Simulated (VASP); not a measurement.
# TiO2 (Anatase) (I4_1/amd) in VASP: further runs

Runs on TiO2 (Anatase). Level: PBE. Tasks: single point.

Program: VASP 6.6.1. These are calculated values, not measurements. Logs are shortened: lines on timing, memory, paths and dates and some standing lists are left out, and cuts for length are marked.

## 1. The structure

The structure is tetragonal, space group I4_1/amd (No. 141). Conventional cell: a = 3.784 Å, b = 3.784 Å, c = 9.515 Å, α = 90.00°, β = 90.00°, γ = 90.00°. Around Ti (site symmetry -4m2) lie 6 O at 1.93 to 1.98 Å. O (site symmetry 2mm) is surrounded by 3 Ti at 1.93 to 1.98 Å.

## 2. Single point, PBE

Contents of INCAR:

```
SYSTEM = TiO2
ADDGRID = .FALSE.
ALGO = Normal
EDIFF = 1E-7
ENCUT = 520
GGA = PE
ISIF = 2
ISMEAR = 0
LASPH = .TRUE.
LCHARG = .FALSE.
LREAL = .FALSE.
LWAVE = .FALSE.
NELM = 100
PREC = Accurate
SIGMA = 0.05
```

Contents of KPOINTS:

```
k-points
0
G
  5 5 5
  0 0 0
```

Contents of POSCAR:

```
TiO2
1.0
   -1.8921000000      1.8921000000      4.7573000000
    1.8921000000     -1.8921000000      4.7573000000
    1.8921000000      1.8921000000     -4.7573000000
Ti O
2 4
Direct
    0.7500000000      0.2500000000      0.5000000000
    0.0000000000      0.0000000000      0.0000000000
    0.7919000000      0.7919000000      0.0000000000
    0.5419000000      0.0419000000      0.5000000000
    0.9581000000      0.4581000000      0.5000000000
    0.2081000000      0.2081000000      0.0000000000
```

Potentials or basis: VASP PAW PBE potentials, release 64 (Ti, O).

Launch:

```console
cat potpaw_PBE.64/Ti/POTCAR potpaw_PBE.64/O/POTCAR > POTCAR
mpirun -np 1 vasp_std > vasp.out
```

OUTCAR:

```text
SYSTEM = TiO2
   EDIFF = 1E-7
   ENCUT = 520
   GGA = PE
   ISIF = 2
   ISMEAR = 0
   LASPH = .TRUE.
   LREAL = .FALSE.
   NELM = 100
   PREC = Accurate

 Found     18 irreducible k-points:

 Following reciprocal coordinates:
            Coordinates               Weight
  0.000000  0.000000  0.000000      1.000000
  0.200000 -0.000000  0.000000      8.000000
  0.400000  0.000000  0.000000      8.000000
  0.200000  0.200000  0.000000      8.000000
  0.400000  0.200000  0.000000     16.000000
 -0.400000  0.200000 -0.000000     16.000000
   k-points           NKPTS =     18   k-points in BZ     NKDIM =     18   number of bands    NBANDS=     20
   number of dos      NEDOS =    301   number of ions     NIONS =      6
   total plane-waves  NPLWV =  74088
   dimension x,y,z NGX =    42 NGY =   42 NGZ =   42
   dimension x,y,z NGXF=    84 NGYF=   84 NGZF=   84
   ions per type =               2   4
   NGX,Y,Z   is equivalent  to a cutoff of  12.79, 12.79, 12.79 a.u.
   NGXF,Y,Z  is equivalent  to a cutoff of  25.58, 25.58, 25.58 a.u.
 SYSTEM =  TiO2
   PREC   = accura    normal or accurate (medium, high low for compatibility)
   ISTART =      0    job   : 0-new  1-cont  2-samecut
   ICHARG =      2    charge: 1-file 2-atom 10-const
   ISPIN  =      1    spin polarized calculation?
   LNONCOLLINEAR =      F non collinear calculations
   LSORBIT =      F    spin-orbit coupling
   LASPH  =      T    aspherical Exc in radial PAW
   ENCUT  =  520.0 eV  38.22 Ry    6.18 a.u.  10.15 10.15 10.15*2*pi/ulx,y,z
   NELM   =    100;   NELMIN=  2; NELMDL= -5     # of ELM steps
   EDIFF  = 0.1E-06   stopping-criterion for ELM
   LREAL  =      F    real-space projection
   EDIFFG = 0.1E-05   stopping-criterion for IOM
   NSW    =      0    number of steps for IOM
   IBRION =     -1    ionic relax: 0-MD 1-quasi-New 2-CG
   NFREE  =      0    steps in history (QN), initial steepest desc. (CG)
   ISIF   =      2    stress and relaxation
   ISYM   =      2    0-nonsym 1-usesym 2-fastsym
   POTIM  = 0.5000    time-step for ionic-motion
   TEBEG  =    0.0;   TEEND  =   0.0 temperature during run
   PSTRESS=    0.0 pullay stress
   NELECT =      32.0000    total number of electrons
   NUPDOWN=      -1.0000    fix difference up-down
   EMIN   =  10.00;   EMAX   =-10.00  energy-range for DOS
[... 5 lines left out ...]
     AMIX     =   0.40;   BMIX     =  1.00
     AMIX_MAG =   1.60;   BMIX_MAG =  1.00
  volume/ion in A,a.u.               =      11.35        76.62
  Fermi-wavevector in a.u.,A,eV,Ry     =   1.272590  2.404847 22.034444  1.619486
  Thomas-Fermi vector in A             =   2.405460
   LORBIT       =      0    0 simple, 1 ext, 2 COOP (PROOUT), +10 PAW based schemes
   GGA     = PE    functional components
   LHFCALC =     F    Hartree Fock is set to
   AEXX    =    0.0000 exact exchange contribution
   IVDW    =     0    specifies the selected vdW correction
   LEPSILON=     F    determine dielectric tensor
   LRPA    =     F    only Hartree local field effects (RPA)
 non-spin polarized calculation
 Gauss-broadening in eV      SIGMA  =   0.05
  energy-cutoff  :      520.00
  volume of cell :       68.13
 maximum number of plane-waves:      1849
 NGX is ok and might be reduce to    42
   NGX = 21   NGY = 21   NGZ = 21

 number of electron      31.9999990 magnetization

 Free energy of the ion-electron system (eV)
  ---------------------------------------------------
  ext. energy  EPLUGINS =         0.00000000
  ---------------------------------------------------
  free energy    TOTEN  =       -52.91329854 eV

  energy without entropy =      -52.91329854  energy(sigma->0) =      -52.91329854

 E-fermi :   0.9127     XC(G=0): -10.5258

 val. band max:        0.6912026547   @ k =  -0.4000   0.4000   0.0000
 cond. band min:       2.6436542471   @ k =   0.0000   0.0000   0.0000
 fundamental gap:      1.9524515924
 Fermi energy:         0.9126922140

 k-point     1 :       0.0000    0.0000    0.0000
  band No.  band energies     occupation
      1     -16.9980      2.00000
      2     -15.9503      2.00000
      3     -15.9380      2.00000
      4     -15.4716      2.00000
      5      -3.2703      2.00000
      6      -3.1543      2.00000
      7      -3.1543      2.00000
      8      -2.7439      2.00000
      9      -1.3956      2.00000
     10      -1.3956      2.00000
     11      -1.3281      2.00000
     12      -0.0520      2.00000
     13      -0.0520      2.00000
     14      -0.0516      2.00000
     15       0.2474      2.00000
     16       0.2474      2.00000
     17       2.6437      0.00000
     18       3.3566      0.00000
     19       4.4746      0.00000
     20       4.4803      0.00000

 k-point     2 :       0.2000   -0.0000    0.0000
  band No.  band energies     occupation
      1     -16.8202      2.00000
      2     -15.8999      2.00000
      3     -15.8534      2.00000
      4     -15.4615      2.00000
      5      -3.6518      2.00000
      6      -3.2631      2.00000
      7      -3.1177      2.00000
      8      -2.7722      2.00000
      9      -1.6658      2.00000
     10      -1.4492      2.00000
     11      -1.1549      2.00000
     12      -0.7601      2.00000
     13      -0.4479      2.00000
     14      -0.0591      2.00000
     15      -0.0481      2.00000
     16       0.2479      2.00000
     17       3.3574      0.00000
     18       3.5487      0.00000
     19       3.8749      0.00000
     20       4.1447      0.00000

 k-point     3 :       0.4000    0.0000    0.0000
  band No.  band energies     occupation
      1     -16.5293      2.00000
      2     -15.7489      2.00000
      3     -15.7161      2.00000
      4     -15.4953      2.00000
      5      -3.9402      2.00000
      6      -3.2177      2.00000
      7      -3.0410      2.00000
      8      -3.0349      2.00000
      9      -2.6413      2.00000
     10      -1.5132      2.00000
     11      -1.2937      2.00000
     12      -1.2226      2.00000
     13      -1.1647      2.00000
     14      -0.2035      2.00000
     15      -0.1319      2.00000
     16       0.1019      2.00000
     17       3.6762      0.00000
     18       3.9962      0.00000
     19       4.0806      0.00000
     20       4.1362      0.00000

 k-point     4 :       0.2000    0.2000    0.0000
  band No.  band energies     occupation
      1     -16.5894      2.00000
      2     -15.8901      2.00000
      3     -15.7615      2.00000
      4     -15.4710      2.00000
      5      -3.7405      2.00000
      6      -3.5500      2.00000
      7      -3.1552      2.00000
      8      -2.7806      2.00000
      9      -2.0979      2.00000
     10      -1.5079      2.00000
     11      -1.2775      2.00000
     12      -0.9905      2.00000
     13      -0.8066      2.00000
     14      -0.3543      2.00000
     15       0.0519      2.00000
     16       0.4158      2.00000
     17       3.4473      0.00000
     18       3.7545      0.00000
     19       3.7685      0.00000
     20       4.1305      0.00000

 k-point     5 :       0.4000    0.2000    0.0000
  band No.  band energies     occupation
      1     -16.2871      2.00000
      2     -15.7401      2.00000
      3     -15.6324      2.00000
      4     -15.4906      2.00000
      5      -3.9695      2.00000
      6      -3.6116      2.00000
      7      -3.1056      2.00000
      8      -2.9206      2.00000
      9      -2.7443      2.00000
     10      -2.3111      2.00000
     11      -1.7900      2.00000
     12      -1.2995      2.00000
     13      -0.9922      2.00000
     14      -0.3426      2.00000
     15       0.0678      2.00000
     16       0.3211      2.00000
     17       3.6027      0.00000
     18       3.7387      0.00000
     19       4.1057      0.00000
     20       4.2063      0.00000

 k-point     6 :      -0.4000    0.2000   -0.0000
  band No.  band energies     occupation
      1     -16.3622      2.00000
      2     -15.6855      2.00000
      3     -15.6439      2.00000
      4     -15.4483      2.00000
      5      -3.9182      2.00000
      6      -3.5852      2.00000
      7      -3.4084      2.00000
      8      -2.9971      2.00000
      9      -2.5024      2.00000
     10      -2.0592      2.00000
     11      -1.8649      2.00000
     12      -1.3784      2.00000
     13      -1.1109      2.00000
     14      -0.2527      2.00000
     15       0.0386      2.00000
     16       0.3137      2.00000
     17       3.5749      0.00000
     18       3.7401      0.00000
     19       4.0909      0.00000
     20       4.2701      0.00000

 [... further k-points ...]
[... 5 lines left out ...]
  --------------------------------------------------------------------------------------
  -------------------------------------------------------------------------------------
  Total        3.5553468      3.5553468      3.7481826      0.0000000      0.0000000      0.0000000
  in kB       83.6149348     83.6149348     88.1500626      0.0000000      0.0000000      0.0000000
  external PRESSURE =      85.1266441 kB  Pullay stress =       0.0000000 kB

 VOLUME and BASIS-vectors are now :
 -----------------------------------------------------------------------------
  energy-cutoff  :      520.00
  volume of cell :       68.13
      direct lattice vectors                 reciprocal lattice vectors
    -1.892100000  1.892100000  4.757300000     0.000000000  0.264256646  0.105101633
     1.892100000 -1.892100000  4.757300000     0.264256646  0.000000000  0.105101633
     1.892100000  1.892100000 -4.757300000     0.264256646  0.264256646  0.000000000

 POSITION                                       TOTAL-FORCE (eV/Angst)
 -----------------------------------------------------------------------------------
      0.00000      1.89210      2.37865         0.000000      0.000000     -0.000000
      0.00000      0.00000      0.00000         0.000000      0.000000     -0.000000
      0.00000      0.00000      7.53461        -0.000000     -0.000000     -0.162760
      0.00000      1.89210      0.39866        -0.000000     -0.000000     -0.162760
      0.00000      1.89210      4.35864        -0.000000     -0.000000      0.162760
      0.00000      0.00000      1.97999         0.000000      0.000000      0.162760
 -----------------------------------------------------------------------------------
    total drift:                                0.000000      0.000000      0.000000

  FREE ENERGIE OF THE ION-ELECTRON SYSTEM (eV)
  ---------------------------------------------------
  free  energy   TOTEN  =       -52.9132985428 eV

  energy  without entropy=      -52.9132985428  energy(sigma->0) =      -52.91329854
```

It took 49 s on 1 thread of Intel Xeon Platinum 8488C (Sapphire Rapids), shared host; peak memory 0.25 GiB.

These settings aren't checked as converged: the numbers below hold their error.

Results:

* Free energy: -52.9133 eV
* Pressure: 8.5 GPa
* Largest force: 0.163 eV/Å
* Band gap on the k mesh: 1.95 eV, indirect (least direct gap 2.27 eV)

Caveat: the k mesh is coarse (spacing up to 0.47 Å⁻¹), so the values aren't converged; an odd mesh through Γ misses points on the zone boundary, where band edges often lie.

(Continued in part 2 of 2.)
